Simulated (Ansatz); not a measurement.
# Indium, simple cubic under BLYP: from relaxation to bulk modulus

Aim: take indium in the simple cubic structure, relax it, solve it on a dense k-mesh, then scale the cell to 7 volumes from 88 to 112 % of the relaxed one and try a fit of the equation of state. Spin polarisation is left out. The k-meshes are 10×10×10 for the relaxation; 16×16×16 for the dense run; 16×16×16 for the volumes.

This is In in the simple cubic structure; at room conditions it is tetragonal.

Method: DFT BLYP, plane waves (420 eV) with PAW, scalar-relativistic; the PAW data stem from PBE, with regenerated cores, in Ansatz 0.2.0.

### 1 The system as given

Symmetry: Pm-3m, No. 221, cubic system. Conventional cell: a = 3.045 Å, b = 3.045 Å, c = 3.045 Å, α = 90.00°, β = 90.00°, γ = 90.00°. Around In (site symmetry m-3m) lie 6 In at 3.05 Å.

As a file:

```
CELL_PARAMETERS angstrom
3.04506 0.00000 0.00000
0.00000 3.04506 0.00000
0.00000 0.00000 3.04506
ATOMIC_POSITIONS crystal
In 0.00000 0.00000 0.00000
```

### 2 Geometry optimisation

input.yaml reads:

```yaml
crystal:
  lattice:
    - [3.0450626401, 0.0, 0.0]
    - [0.0, 3.0450626401, 0.0]
    - [0.0, 0.0, 3.0450626401]
  atoms:
    - { symbol: In, position: [0.0, 0.0, 0.0] }
hamiltonian:
  xc: blyp
  pseudopotentials:
    kind: paw
    azcp:
      In: "pseudopotentials/In.paw.azcp"
basis:
  ecutwfc: 420
  fft_grid_basis: typed
kpoints:
  mp_grid: { grid: [10, 10, 10], shift: [0, 0, 0] }
magnetization:
  spin_polarized: false
scf:
  occupations: { method: fermi_dirac, width: 0.1 }
relax:
  max_steps: 60
  f_tol: 0.01
  cell: {}
```

Output:

```text
Warning: RAYON_NUM_THREADS=2 ignored (pool sized by the plan → 2); use --threads N
Engine: ansatz 0.2.0, aarch64-unknown-linux-gnu
Pseudopotentials: kind: paw
Pseudopotential: In, paw, valence charge 13, recommended cutoff 420 eV (normal), <dir>
Functional definition: BLYP
  parameter beta = 0.0042
  parameter a = 0.04918
  parameter b = 0.132
  parameter c = 0.2533
  parameter d = 0.349
  exchange = b88_x(beta = beta)
  correlation = lyp_c(a = a, b = b, c = c, d = d)
Crystal: 1 atoms, lattice volume = 28.235 Å³
Basis set: ecut = 420 eV, 515 PW (Γ), exchange–correlation on 48×48×48 points (8 copies of the dense FFT grid, shifted against one another)
Bands: 11, of which v1, the nominal top of the filled ones, is band 7 counted from 1 (6 counted from 0)
Symmetry: 48 space group operations
Space group: Pm-3m (ITA 221), of the structure as read, at distance tolerance 3.0e-5 Å
k-points: 56 of 1000
Non-local potential: In, projectors of the file, l = 0: 2, l = 1: 2, l = 2: 2, l = 3: 2
PAW form: soft (Blöchl's): semilocal exchange-correlation on the pseudo side does not see the compensation charge
PAW frozen core: In, regenerated for the run's functional, and the local potential with it (the file was generated under x = pbe(κ = 0.804, μ = 0.2195149727645171), c = pbe(β = 0.06672455060314922))
PAW one-centre angular grid: In, 590 points (default); XC on 64 Gauss nodes
Initial density: superposition of atomic densities (neutral atoms: chi_scale 0, normalization atom), corrected by the library's trained network
Initial wavefunctions: pseudopotential atomic-orbital guess
Functional: x = b88, c = lyp
SCF iter   1: F=—  HF=-5613.748246 eV  |F-HF|=—  |Δ(HF+E_count)|=         —  Δρ=5.62e-3  dr2=7.61e-3  ethr=1.77e-3  ⟨swp⟩=5.1  Hψ=3720  notcnv=0
preconditioner: auto → none  [metal: Δε(μ)=0.059 eV  Ē_g=19.811 eV  σ=0.100 eV  W_gap=0.15  n_scr=6 (ndim 8)  ℏωp=25.2 eV  f_vac=0.000  D(μ)=0.52/eV (n_scr^D=0)  sad-step TF]
SCF iter   2: F=—  HF=-5613.747202 eV  |F-HF|=—  |Δ(HF+E_count)|=   1.04e-3  Δρ=3.68e-3  dr2=3.83e-3  ethr=5.85e-5  ⟨swp⟩=1.0  Hψ=1064  notcnv=0
SCF iter   3: F=—  HF=-5613.746791 eV  |F-HF|=—  |Δ(HF+E_count)|=   4.12e-4  Δρ=6.34e-4  dr2=8.39e-5  ethr=2.95e-5  ⟨swp⟩=1.6  Hψ=669  notcnv=0
SCF iter   4: F=—  HF=-5613.746879 eV  |F-HF|=—  |Δ(HF+E_count)|=   8.80e-5  Δρ=8.44e-4  dr2=1.37e-4  ethr=6.45e-7  ⟨swp⟩=2.0  Hψ=972  notcnv=0
SCF iter   5: F=—  HF=-5613.746812 eV  |F-HF|=—  |Δ(HF+E_count)|=   6.64e-5  Δρ=1.75e-4  dr2=5.64e-6  ethr=6.45e-7  ⟨swp⟩=2.1  Hψ=931  notcnv=0
SCF iter   6: F=-5613.746809 eV  HF=-5613.746810 eV  |F-HF|=4.37e-8  |Δ(HF+E_count)|=   2.77e-6  Δρ=1.52e-5  dr2=4.13e-8  ethr=7.69e-10  ⟨swp⟩=3.9  Hψ=2500  notcnv=0
SCF 1 converged in 6 iterations: F = -5613.746809 eV  dr2 = 4.13e-8
relax step   1: F+E_penalty+E_count = -5613.74680949 eV  Δ(F+E_penalty+E_count) = +0.000e0 eV  max|allowed force component| = 0.000e0 eV/Å  Δτ_max = 0.0000 Å  P = +4.995 GPa  Ω = 28.235 Å³  (6 SCF iters, dr2 threshold 1.00e-7 eV, accepted)
Crystal: 1 atoms, lattice volume = 31.997 Å³
Basis set: ecut = 420 eV, 619 PW (Γ), exchange–correlation on 48×48×48 points (8 copies of the dense FFT grid, shifted against one another)
Initial density: handed on by an earlier stage of this run
Initial wavefunctions: those handed on with the density
iter 1 solved again at ethr=1.93e-5 eV; its pass at ethr=3.10e-3 eV (dr2=2.50e-3 eV) is discarded
SCF iter   1: F=—  HF=-5613.806688 eV  |F-HF|=—  |Δ(HF+E_count)|=         —  Δρ=2.74e-3  dr2=2.53e-3  ethr=1.93e-5  ⟨swp⟩=1.2  Hψ=5701  notcnv=0
preconditioner: auto → none  [metal: Δε(μ)=0.052 eV  Ē_g=19.160 eV  σ=0.100 eV  W_gap=0.13  n_scr=6 (ndim 8)  ℏωp=23.7 eV  f_vac=0.007  D(μ)=0.61/eV (n_scr^D=0)]
SCF iter   2: F=—  HF=-5613.806366 eV  |F-HF|=—  |Δ(HF+E_count)|=   3.22e-4  Δρ=1.49e-3  dr2=3.42e-4  ethr=1.93e-5  ⟨swp⟩=2.2  Hψ=976  notcnv=0
SCF iter   3: F=—  HF=-5613.806540 eV  |F-HF|=—  |Δ(HF+E_count)|=   1.74e-4  Δρ=4.71e-4  dr2=4.68e-5  ethr=2.63e-6  ⟨swp⟩=1.6  Hψ=679  notcnv=0
SCF iter   4: F=—  HF=-5613.806583 eV  |F-HF|=—  |Δ(HF+E_count)|=   4.34e-5  Δρ=3.01e-5  dr2=4.55e-7  ethr=3.60e-7  ⟨swp⟩=2.0  Hψ=699  notcnv=0
SCF iter   5: F=-5613.806584 eV  HF=-5613.806584 eV  |F-HF|=1.21e-9  |Δ(HF+E_count)|=   4.72e-7  Δρ=4.62e-6  dr2=2.08e-9  ethr=7.69e-10  ⟨swp⟩=4.9  Hψ=2015  notcnv=0
SCF 2 converged in 5 iterations: F = -5613.806584 eV  dr2 = 2.08e-9
relax step   2: F+E_penalty+E_count = -5613.80658381 eV  Δ(F+E_penalty+E_count) = -5.977e-2 eV  max|allowed force component| = 0.000e0 eV/Å  Δτ_max = 0.0000 Å  P = +0.742 GPa  Ω = 31.997 Å³  energy of the carried Pulay correction = -5.231e-4 eV  (5 SCF iters, dr2 threshold 1.00e-7 eV, accepted)
Crystal: 1 atoms, lattice volume = 32.757 Å³
iter 1 solved again at ethr=5.65e-7 eV; its pass at ethr=3.10e-3 eV (dr2=7.35e-5 eV) is discarded
SCF iter   1: F=—  HF=-5613.808850 eV  |F-HF|=—  |Δ(HF+E_count)|=         —  Δρ=5.15e-4  dr2=9.00e-5  ethr=5.65e-7  ⟨swp⟩=2.3  Hψ=5549  notcnv=0
preconditioner: auto → none  [metal: Δε(μ)=0.062 eV  Ē_g=18.977 eV  σ=0.100 eV  W_gap=0.15  n_scr=6 (ndim 8)  ℏωp=23.4 eV  f_vac=0.004  D(μ)=0.62/eV (n_scr^D=0)]
SCF iter   2: F=—  HF=-5613.808837 eV  |F-HF|=—  |Δ(HF+E_count)|=   1.28e-5  Δρ=2.98e-4  dr2=1.31e-5  ethr=5.65e-7  ⟨swp⟩=2.1  Hψ=969  notcnv=0
SCF iter   3: F=—  HF=-5613.808843 eV  |F-HF|=—  |Δ(HF+E_count)|=   5.60e-6  Δρ=8.42e-5  dr2=1.50e-6  ethr=1.01e-7  ⟨swp⟩=1.7  Hψ=708  notcnv=0
SCF iter   4: F=-5613.808844 eV  HF=-5613.808844 eV  |F-HF|=1.62e-8  |Δ(HF+E_count)|=   1.17e-6  Δρ=6.40e-6  dr2=2.02e-8  ethr=7.69e-10  ⟨swp⟩=3.1  Hψ=2280  notcnv=0
SCF 3 converged in 4 iterations: F = -5613.808844 eV  dr2 = 2.02e-8
relax step   3: F+E_penalty+E_count = -5613.80884385 eV  Δ(F+E_penalty+E_count) = -2.260e-3 eV  max|allowed force component| = 0.000e0 eV/Å  Δτ_max = 0.0000 Å  P = +0.263 GPa  Ω = 32.757 Å³  energy of the carried Pulay correction = -6.210e-4 eV  (4 SCF iters, dr2 threshold 1.00e-7 eV, accepted)
Crystal: 1 atoms, lattice volume = 33.190 Å³
iter 1 solved again at ethr=1.28e-7 eV; its pass at ethr=3.10e-3 eV (dr2=1.67e-5 eV) is discarded
SCF iter   1: F=—  HF=-5613.809158 eV  |F-HF|=—  |Δ(HF+E_count)|=         —  Δρ=2.79e-4  dr2=2.61e-5  ethr=1.28e-7  ⟨swp⟩=3.0  Hψ=5486  notcnv=0
preconditioner: auto → none  [metal: Δε(μ)=0.066 eV  Ē_g=18.903 eV  σ=0.100 eV  W_gap=0.16  n_scr=6 (ndim 8)  ℏωp=23.2 eV  f_vac=0.004  D(μ)=0.63/eV (n_scr^D=0)]
SCF iter   2: F=—  HF=-5613.809156 eV  |F-HF|=—  |Δ(HF+E_count)|=   1.49e-6  Δρ=1.61e-4  dr2=3.98e-6  ethr=1.28e-7  ⟨swp⟩=2.0  Hψ=979  notcnv=0
SCF iter   3: F=—  HF=-5613.809158 eV  |F-HF|=—  |Δ(HF+E_count)|=   1.91e-6  Δρ=4.48e-5  dr2=4.55e-7  ethr=3.06e-8  ⟨swp⟩=1.8  Hψ=673  notcnv=0
SCF iter   4: F=-5613.809159 eV  HF=-5613.809159 eV  |F-HF|=4.65e-9  |Δ(HF+E_count)|=   3.70e-7  Δρ=3.35e-6  dr2=5.73e-9  ethr=7.69e-10  ⟨swp⟩=4.9  Hψ=1972  notcnv=0
SCF 4 converged in 4 iterations: F = -5613.809159 eV  dr2 = 5.73e-9
relax step   4: F+E_penalty+E_count = -5613.80915870 eV  Δ(F+E_penalty+E_count) = -3.149e-4 eV  max|allowed force component| = 0.000e0 eV/Å  Δτ_max = 0.0000 Å  P = +0.012 GPa  Ω = 33.190 Å³  energy of the carried Pulay correction = -6.757e-4 eV  (4 SCF iters, dr2 threshold 1.00e-7 eV, accepted)
Initial wavefunctions: pseudopotential atomic-orbital guess (no wavefunctions were taken with the density)
iter 1 solved again at ethr=2.02e-7 eV; its pass at ethr=3.10e-3 eV (dr2=2.63e-5 eV) is discarded
SCF iter   1: F=—  HF=-5613.809633 eV  |F-HF|=—  |Δ(HF+E_count)|=         —  Δρ=1.38e-4  dr2=1.25e-6  ethr=2.02e-7  ⟨swp⟩=2.4  Hψ=5305  notcnv=0
preconditioner: auto → none  [metal: Δε(μ)=0.066 eV  Ē_g=18.895 eV  σ=0.100 eV  W_gap=0.16  n_scr=6 (ndim 8)  ℏωp=23.2 eV  f_vac=0.002  D(μ)=0.63/eV (n_scr^D=0)]
SCF iter   2: F=—  HF=-5613.809641 eV  |F-HF|=—  |Δ(HF+E_count)|=   7.60e-6  Δρ=5.77e-5  dr2=2.12e-7  ethr=9.64e-9  ⟨swp⟩=2.0  Hψ=911  notcnv=0
SCF iter   3: F=—  HF=-5613.809643 eV  |F-HF|=—  |Δ(HF+E_count)|=   1.78e-6  Δρ=1.79e-5  dr2=1.56e-8  ethr=1.63e-9  ⟨swp⟩=2.0  Hψ=701  notcnv=0
SCF iter   4: F=—  HF=-5613.809643 eV  |F-HF|=—  |Δ(HF+E_count)|=   1.91e-7  Δρ=1.13e-6  dr2=1.54e-10  ethr=1.20e-10  ⟨swp⟩=2.0  Hψ=983  notcnv=0
SCF iter   5: F=-5613.809643 eV  HF=-5613.809643 eV  |F-HF|=1.09e-11  |Δ(HF+E_count)|=   1.13e-9  Δρ=1.28e-7  dr2=2.94e-12  ethr=1.00e-12  ⟨swp⟩=5.9  Hψ=2423  notcnv=0
SCF 5 converged in 5 iterations: F = -5613.809643 eV  dr2 = 2.94e-12
relax step   5: F+E_penalty+E_count = -5613.80964275 eV  Δ(F+E_penalty+E_count) = -4.840e-4 eV  max|allowed force component| = 0.000e0 eV/Å  Δτ_max = 0.0000 Å  P = +0.003 GPa  Ω = 33.190 Å³  stress off target by 3.28e-3 GPa  SCF on the basis re-selected at this cell (its energy is not comparable with the rows above)  (5 SCF iters)
basis re-selected at this cell: Δ(F+E_penalty+E_count) = -4.840e-4 eV, ΔP = -0.009 GPa vs the last step (what re-selecting the basis moved, of the pressure what is left beyond the Pulay correction that the steps carried, after the strain that the cell walked since its last selection, with what the two solves' SCF thresholds leave and, on support functions, any second-order correction that the steps lacked; it is no measure of the basis error at this ecutwfc). This SCF's stress stands 3.28e-3 GPa from its target on what of the cell is left free (relax.cell.stress_tol is 5.00e-2 GPa) and its largest allowed force component is 0.00e0 eV/Å (relax.f_tol is 1.00e-2 eV/Å): within both
SCF converged after 5 iterations
Free energy (F): -5613.809643 eV
Harris-Foulkes:  -5613.809643 eV  (|F-HF|=1.09e-11)
Internal energy: -5613.789641 eV  (E = F + TS)
E sigma→0 (E₀):  -5613.799642 eV
Entropy (-TS):   -0.020002 eV (-20.002 meV/atom)
Fermi energy:    7.674297 eV
--- Per-component energies (eV) ---
  E_band       = -56.466065
  E_kinetic    = 240.767729
  E_local      = -1254.108693  (includes V_loc(G=0)·N_el)
  E_nonlocal   = 364.002227
  E_hartree    = 492.782903
  E_xc         = -213.411410
  E_vxc        = -97.455001  (∫ρ·V_xc dr)
  E_paw        = -4169.368742  (= ΣΔE_a)
  E_vpaw       = -295.238095  (= ΣTr[D̂ρ^β])
  E_aug_tail   = 0.000027  (compensation charges beyond the density's cutoff)
  E_ewald      = -1074.264550
  E_core_change = -0.189132  (= ΣΔE_core)
  E_smearing   = -0.020002  (= −TS)
  E_closure    = 0.000000  (closes the sum)
  Σ components = -5613.809643   (vs F -5613.809643, Δ=0.00e0)
--- Forces (eV/Å), atoms counted from 1 ---
  atom   1  In    -0.00000000     0.00000000     0.00000000
  max |Σ_I F_I| component: 3.49e-32 eV/Å
--- Stress (GPa, compression-positive) ---
        0.003278      -0.000000       0.000000
       -0.000000       0.003278      -0.000000
        0.000000      -0.000000       0.003278
  P = ⅓ Tr σ = 0.0033 GPa (0.033 kbar)
--- Relaxed structure (4 steps of the walk, 4 accepted, 1 SCFs on fresh bases) ---
  F+E_penalty+E_count = -5613.80964275 eV   max|allowed force component| = 0.000e0 eV/Å   (the final SCF, on the basis selected at the relaxed cell)
  cell:  # Å, volume = 33.1899 Å³
    - [3.213676347269484, 1.412348625883973e-33, -7.703719777548943e-34]
    - [6.4197664812907865e-34, 3.213676347269484, 0.0]
    - [-7.703719777548943e-34, 0.0, 3.213676347269484]
  atoms:
    - { symbol: In, position: [0.0, 0.0, 0.0] }
```

Wall time 3.4 s (2 threads of an Arm CPU, shared host); peak memory 0.29 GiB.

Relaxation path:

```
step  energy change (meV/atom)  largest force (eV/Å)  pressure (GPa)  volume (Å³/atom)
   1                      0.00                0.0000            5.00            28.235
   2                    -59.77                0.0000            0.74            31.997
   3                    -62.03                0.0000            0.26            32.757
   4                    -62.35                0.0000            0.01            33.190
   5                    -62.83                0.0000            0.00            33.190
```

Steps that repeat a cell are solved on a basis chosen anew, so their changes of energy are no gain of the relaxation.

Changes in the cell that was computed:

|  | before | after | change |
| --- | --- | --- | --- |
| a (Å) | 3.045 | 3.214 | +5.5 % |
| b (Å) | 3.045 | 3.214 | +5.5 % |
| c (Å) | 3.045 | 3.214 | +5.5 % |
| volume (Å³/atom) | 28.235 | 33.190 | +17.5 % |
| shortest distance (Å) | 3.045 | 3.214 | +5.5 % |
| space group (spins left aside) | Pm-3m | Pm-3m | same |

### 3 Single point on a dense mesh

input.yaml reads:

```yaml
crystal:
  lattice:
    - [3.2136763473, 0.0, 0.0]
    - [0.0, 3.2136763473, 0.0]
    - [0.0, 0.0, 3.2136763473]
  atoms:
    - { symbol: In, position: [0.0, 0.0, 0.0] }
hamiltonian:
  xc: blyp
  pseudopotentials:
    kind: paw
    azcp:
      In: "pseudopotentials/In.paw.azcp"
basis:
  ecutwfc: 420
  fft_grid_basis: typed
kpoints:
  mp_grid: { grid: [16, 16, 16], shift: [0, 0, 0] }
magnetization:
  spin_polarized: false
scf:
  occupations: { method: fermi_dirac, width: 0.1 }
output:
  write_density: true
  write_potential: true
  elf: true
  volumetric_format: npy
```

Output, cut to the lines that bear on the results:

```text
Warning: RAYON_NUM_THREADS=2 ignored (pool sized by the plan → 2); use --threads N
[...]
[... 3 set-up lines as earlier in the session ...]
[...]
Crystal: 1 atoms, lattice volume = 33.190 Å³
Basis set: ecut = 420 eV, 619 PW (Γ), exchange–correlation on 48×48×48 points (8 copies of the dense FFT grid, shifted against one another)
Bands: 11, of which v1, the nominal top of the filled ones, is band 7 counted from 1 (6 counted from 0)
[... 1 set-up line as earlier in the session ...]
Space group: Pm-3m (ITA 221), of the structure as read, at distance tolerance 3.2e-5 Å
k-points: 165 of 4096
[...]
SCF iter   1: F=—  HF=-5613.804197 eV  |F-HF|=—  |Δ(HF+E_count)|=         —  Δρ=5.18e-3  dr2=7.35e-3  ethr=1.77e-3  ⟨swp⟩=5.1  Hψ=11059  notcnv=0
[...]
SCF iter   7: F=-5613.802855 eV  HF=-5613.802855 eV  |F-HF|=4.10e-9  |Δ(HF+E_count)|=   1.92e-7  Δρ=4.75e-6  dr2=4.00e-9  ethr=7.69e-10  ⟨swp⟩=4.3  Hψ=7333  notcnv=0
[...]
SCF converged after 7 iterations
Free energy (F): -5613.802855 eV
[...]
E sigma→0 (E₀):  -5613.791048 eV
Entropy (-TS):   -0.023614 eV (-23.614 meV/atom)
Fermi energy:    7.644824 eV
[...]
--- Band table (eV; the first three rows and the last of 165) ---
  k-point 0: bands = ["-7.1989", "-7.1989", "-6.7182", "-6.7182", "-6.7182", "-0.6221", "13.9995", "13.9995", "13.9995", "17.3479", "17.3479"]
[...]
```

Wall time 2.5 s (2 threads of an Arm CPU, shared host); peak memory 0.33 GiB.

Density in a lattice plane of the grid's cell (edges 3.21 and 3.21 Å, at 0.000 of the third edge), which holds In.

Ten even steps from '0' (0.05 e/Å³) to '9' (12.91 e/Å³):
```
876431000000000000013467
654321000000000000012345
433210000000000000001233
221100000000000000000112
100000000000000000000000
000000000000000000000000
000000000000000000000000
000000000000000000000000
000000000000000000000000
000000000000000000000000
000000000000000000000000
000000000000000000000000
000000000000000000000000
000000000000000000000000
100000000000000000000000
221100000000000000000112
433210000000000000001233
654321000000000000012345
876431000000000000013467
997531100000000000113579
```
Columns run along the first of these edges and rows up along the second, over one cell in 24 and 20 even steps from the bottom left corner. Atoms in the plane (fractional): In at (0.00, 0.00).

ELF in the same plane.

Ten even steps from ' ' (0.00) to '@' (0.34):
```
      ..--**%%%%%%%%@@@@@@@@@@%%%%%%%%**--..    
    ..::++##%%%%%%%%@@@@@@@@@@%%%%%%%%##++::..  
::::--++##%%%%%%%%%%@@@@@@@@@@%%%%%%%%%%##++--::
++++**##%%%%%%##%%%%@@%%%%%%@@%%%%##%%%%%%##**++
%%%%%%%%%%%%%%%%%%@@%%%%%%%%%%@@%%%%%%%%%%%%%%%%
%%%%%%%%%%%%%%%%@@%%####**####%%@@%%%%%%%%%%%%%%
####%%%%%%%%@@@@%%##**++++++**##%%@@@@%%%%%%%%##
%%%%@@@@@@@@%%%%##**++======++**##%%%%@@@@@@@@%%
@@@@@@@@@@%%%%##**++==------==++**##%%%%@@@@@@@@
@@@@@@@@@@%%%%##**++==------==++**##%%%%@@@@@@@@
@@@@@@@@@@%%%%##**++==------==++**##%%%%@@@@@@@@
%%%%@@@@@@@@%%%%##**++======++**##%%%%@@@@@@@@%%
####%%%%%%%%@@@@%%##**++++++**##%%@@@@%%%%%%%%##
%%%%%%%%%%%%%%%%@@%%####**####%%@@%%%%%%%%%%%%%%
%%%%%%%%%%%%%%%%%%@@%%%%%%%%%%@@%%%%%%%%%%%%%%%%
++++**##%%%%%%##%%%%@@%%%%%%@@%%%%##%%%%%%##**++
::::--++##%%%%%%%%%%@@@@@@@@@@%%%%%%%%%%##++--::
    ..::++##%%%%%%%%@@@@@@@@@@%%%%%%%%##++::..  
      ..--**%%%%%%%%@@@@@@@@@@%%%%%%%%**--..    
        --++%%%%%%%%@@@@@@@@@@%%%%%%%%++--      
```
Columns run along the first of these edges and rows up along the second, over one cell in 24 and 20 even steps from the bottom left corner. Atoms in the plane (fractional): In at (0.00, 0.00).

Both are smooth fields of the valence electrons: close to the nuclei they are not physical.

### 4 At 88 % of the relaxed volume

input.yaml: that of step 3 with these lines changed.

```diff
@@ -2,5 +2,5 @@
   lattice:
-    - [3.2136763473, 0.0, 0.0]
-    - [0.0, 3.2136763473, 0.0]
-    - [0.0, 0.0, 3.2136763473]
+    - [3.0796145329, 0.0, 0.0]
+    - [0.0, 3.0796145329, 0.0]
+    - [0.0, 0.0, 3.0796145329]
   atoms:
@@ -23,5 +23,2 @@
 output:
-  write_density: true
-  write_potential: true
-  elf: true
-  volumetric_format: npy
+  stress: true
```

Output, cut to the lines that bear on the results:

```text
Warning: RAYON_NUM_THREADS=2 ignored (pool sized by the plan → 2); use --threads N
[...]
[... 3 set-up lines as earlier in the session ...]
[...]
Crystal: 1 atoms, lattice volume = 29.207 Å³
Basis set: ecut = 420 eV, 587 PW (Γ), exchange–correlation on 48×48×48 points (8 copies of the dense FFT grid, shifted against one another)
Bands: 11, of which v1, the nominal top of the filled ones, is band 7 counted from 1 (6 counted from 0)
[... 1 set-up line as earlier in the session ...]
Space group: Pm-3m (ITA 221), of the structure as read, at distance tolerance 3.1e-5 Å
k-points: 165 of 4096
[...]
SCF iter   1: F=—  HF=-5613.763441 eV  |F-HF|=—  |Δ(HF+E_count)|=         —  Δρ=5.47e-3  dr2=7.20e-3  ethr=1.77e-3  ⟨swp⟩=5.0  Hψ=10922  notcnv=0
[...]
SCF iter   6: F=-5613.762077 eV  HF=-5613.762077 eV  |F-HF|=6.48e-8  |Δ(HF+E_count)|=   2.65e-6  Δρ=1.80e-5  dr2=6.08e-8  ethr=7.69e-10  ⟨swp⟩=4.0  Hψ=7392  notcnv=0
[...]
SCF converged after 6 iterations
Free energy (F): -5613.762077 eV
[...]
E sigma→0 (E₀):  -5613.752003 eV
Entropy (-TS):   -0.020148 eV (-20.148 meV/atom)
Fermi energy:    9.115374 eV
[...]
--- Stress (GPa, compression-positive) ---
        3.649431       0.000000       0.000000
       -0.000000       3.649431       0.000000
        0.000000       0.000000       3.649431
  P = ⅓ Tr σ = 3.6494 GPa (36.494 kbar)
```

Run time: 1.9 s. Hardware: 2 threads of an Arm CPU, shared host; peak memory 0.33 GiB.

### 5 At 92 % of the relaxed volume

input.yaml: that of step 4 with these lines changed.

```diff
@@ -2,5 +2,5 @@
   lattice:
-    - [3.0796145329, 0.0, 0.0]
-    - [0.0, 3.0796145329, 0.0]
-    - [0.0, 0.0, 3.0796145329]
+    - [3.1255857064, 0.0, 0.0]
+    - [0.0, 3.1255857064, 0.0]
+    - [0.0, 0.0, 3.1255857064]
   atoms:
```

Output, cut to the lines that bear on the results:

```text
Warning: RAYON_NUM_THREADS=2 ignored (pool sized by the plan → 2); use --threads N
[...]
[... 3 set-up lines as earlier in the session ...]
[...]
Crystal: 1 atoms, lattice volume = 30.535 Å³
Basis set: ecut = 420 eV, 619 PW (Γ), exchange–correlation on 48×48×48 points (8 copies of the dense FFT grid, shifted against one another)
Bands: 11, of which v1, the nominal top of the filled ones, is band 7 counted from 1 (6 counted from 0)
[... 2 set-up lines as earlier in the session ...]
k-points: 165 of 4096
[...]
SCF iter   1: F=—  HF=-5613.787152 eV  |F-HF|=—  |Δ(HF+E_count)|=         —  Δρ=5.41e-3  dr2=7.31e-3  ethr=1.77e-3  ⟨swp⟩=5.1  Hψ=10951  notcnv=0
[...]
SCF iter   7: F=-5613.785781 eV  HF=-5613.785781 eV  |F-HF|=3.22e-9  |Δ(HF+E_count)|=   2.03e-7  Δρ=4.17e-6  dr2=3.03e-9  ethr=7.69e-10  ⟨swp⟩=4.7  Hψ=5862  notcnv=0
[...]
SCF converged after 7 iterations
Free energy (F): -5613.785781 eV
[...]
E sigma→0 (E₀):  -5613.775087 eV
Entropy (-TS):   -0.021388 eV (-21.388 meV/atom)
Fermi energy:    8.580430 eV
[...]
--- Stress (GPa, compression-positive) ---
        2.139730      -0.000000       0.000000
       -0.000000       2.139730       0.000000
        0.000000       0.000000       2.139730
  P = ⅓ Tr σ = 2.1397 GPa (21.397 kbar)
```

Wall time 1.9 s (2 threads of an Arm CPU, shared host); peak memory 0.33 GiB.

[end of part 1 of 2]
